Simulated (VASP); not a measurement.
Set up this calculation in VASP 6.6.1, as the native input.

- Task: relaxation of cell and atoms
- Functional: PBEsol
- Potentials or basis: VASP PAW PBE potentials, release 64 (Li_sv, Cl)
- Cutoff: 600 eV
- k mesh: 8 × 8 × 8
- Occupations: gaussian, width 0.02 eV
- Spin: no spin polarisation
- Further INCAR settings: ALGO = Fast; EDIFF = 1e-07; IBRION = 2; EDIFFG = -0.005; NSW = 90; ISIF = 3

The structure of LiCl lies in POSCAR:

```
LiCl
1.0
    0.0000000000      2.5421223400      2.5421223400
    2.5421223400      0.0000000000      2.5421223400
    2.5421223400      2.5421223400      0.0000000000
Li Cl
1 1
Direct
    0.0000000000      0.0000000000      0.0000000000
    0.5000000000      0.5000000000      0.5000000000
```

The cell is a database's computed one.

One way to write it, as run:

INCAR

```
PREC     = Accurate       # precision mode
ENCUT    = 600            # plane-wave cutoff, eV
EDIFF    = 1E-7           # SCF threshold, eV
ISMEAR   = 0              # smearing method
SIGMA    = 0.02           # smearing width, eV
LREAL    = F              # projectors in reciprocal space
LASPH    = T              # aspherical terms in the spheres
NELM     = 60             # most SCF steps
ALGO     = Fast           # electronic algorithm
ISIF     = 3              # what is computed and relaxed
LWAVE    = F              # write WAVECAR
LCHARG   = F              # write CHGCAR
GGA      = PS             # functional
IBRION   = 2              # ionic algorithm
NSW      = 90             # ionic steps
EDIFFG   = -0.005         # ionic threshold
```

KPOINTS

```
regular mesh
0
Gamma
  8 8 8
```

Potentials or basis: VASP PAW PBE potentials, release 64 (Li_sv, Cl).

The run is started by

```bash
$ cat potpaw_PBE.64/Li_sv/POTCAR potpaw_PBE.64/Cl/POTCAR > POTCAR
$ mpirun -np 1 vasp_std > vasp.out
```

Results of the run:

The relaxed volume is 16.19 Å³/atom. The relaxed cell is a = 3.578 Å, b = 3.578 Å, c = 3.578 Å, α = 60.00°, β = 60.00°, γ = 60.00°, the space group after relaxing (to 0.05 Å) is Fm-3m (No. 225) and the energy gained by relaxing is 0.3 meV/atom. The ionic steps are 3. The pressure after relaxing is 0.0 GPa and the band gap on the k mesh is 6.38 eV, direct.

Caveat: the cutoff is under 1.25 times the usual one of these potentials, so pressure, stress and relaxed cells hold a basis-set (Pulay) error; the PAW data sets were made with another functional, which shifts forces and pressure a little.

Run time: 26 s on 1 thread of AMD EPYC 9R45 96-Core Processor (Zen 5) (shared host), peak memory 0.13 GiB.
